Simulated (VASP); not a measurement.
Set up this calculation in VASP 6.6.1, as the native input.

```
Task                               : relaxation of cell and atoms
Functional                         : HSE06
Potentials or basis                : VASP PAW PBE potentials, release 64 (Zn, Se)
Cutoff                             : 520 eV
k mesh                             : 6 × 6 × 6
Occupations                        : gaussian, width 0.03 eV
Spin                               : no spin polarisation
Grid for exact exchange (PRECFOCK) : Fast
Screening parameter                : 0.2 1/A
Further INCAR settings             : ALGO = Normal; EDIFF = 1e-06; IBRION = 2; EDIFFG = -0.01; NSW = 25; ISIF = 3
```

The system is ZnSe (Stilleite).

```
Zn Se
1.0
     0.00000    2.82066    2.82066
     2.82066    0.00000    2.82066
     2.82066    2.82066    0.00000
Zn Se
1 1
Direct
  0.00000 0.00000 0.00000
  0.25000 0.25000 0.25000
```

These files were run (other wordings do the same):

POSCAR

```
ZnSe                                    
1.0
   -0.0000000000      2.8206646089      2.8206646089
    2.8206646089      0.0000000000      2.8206646089
    2.8206646089      2.8206646089     -0.0000000000
  Zn              Se            
     1     1
Direct
     0.0000000000000000    0.0000000000000000    0.0000000000000000
     0.2500000000000000    0.2500000000000000    0.2500000000000000
```

INCAR.step1

```
SYSTEM = ZnSe
PREC     = Accurate       ! precision mode
ENCUT    = 520            ! plane-wave cutoff, eV
EDIFF    = 1E-5           ! SCF threshold, eV
ISMEAR   = 0              ! smearing method
SIGMA    = 0.03           ! smearing width, eV
LREAL    = .FALSE.        ! projectors in reciprocal space
LASPH    = .TRUE.         ! aspherical terms in the spheres
NELM     = 80             ! most SCF steps
ALGO     = Normal         ! electronic algorithm
LWAVE    = .TRUE.         ! write WAVECAR
LCHARG   = .FALSE.        ! write CHGCAR
KPAR     = 4            
GGA      = PE             ! functional
```

INCAR.step2

```
SYSTEM = ZnSe
PREC     = Accurate       ! precision mode
ENCUT    = 520            ! plane-wave cutoff, eV
EDIFF    = 1E-6           ! SCF threshold, eV
ISMEAR   = 0              ! smearing method
SIGMA    = 0.03           ! smearing width, eV
LREAL    = .FALSE.        ! projectors in reciprocal space
LASPH    = .TRUE.         ! aspherical terms in the spheres
NELM     = 80             ! most SCF steps
ALGO     = Normal         ! electronic algorithm
ISIF     = 3              ! what is computed and relaxed
LWAVE    = .FALSE.        ! write WAVECAR
LCHARG   = .FALSE.        ! write CHGCAR
GGA      = PE             ! functional
LHFCALC  = .TRUE.         ! exact exchange
HFSCREEN = 0.2            ! screening, 1/A
PRECFOCK = Fast         
IBRION   = 2              ! ionic algorithm
NSW      = 25             ! ionic steps
EDIFFG   = -0.01          ! ionic threshold
KPAR     = 4            
ISTART   = 1
```

KPOINTS

```
Automatic mesh
0
G
  6 6 6
  0 0 0
```

Potentials or basis: VASP PAW PBE potentials, release 64 (Zn, Se).

Launch:

```sh
$ cat potpaw_PBE.64/Zn/POTCAR potpaw_PBE.64/Se/POTCAR > POTCAR
$ cp INCAR.step1 INCAR
$ mpirun -np 4 vasp_std > vasp.out
$ cp INCAR.step2 INCAR
$ mpirun -np 4 vasp_std > vasp.out
```

It gave:

The relaxed volume is 23.17 Å³/atom, the relaxed cell is a = 4.032 Å, b = 4.032 Å, c = 4.032 Å, α = 60.00°, β = 60.00°, γ = 60.00° and the space group after relaxing (to 0.05 Å) is F-43m (No. 216). The energy gained by relaxing is 4.7 meV/atom. The ionic steps are 3. The pressure after relaxing is 0.0 GPa. The band gap on the k mesh is 2.34 eV, direct.

Caveat: the PAW data sets were made with another functional, which shifts forces and pressure a little.

Run time: 11 min on 4 MPI ranks on Intel(R) Xeon(R) 6975P-C (Granite Rapids), with other jobs on the host, peak memory 0.27 GiB a rank.
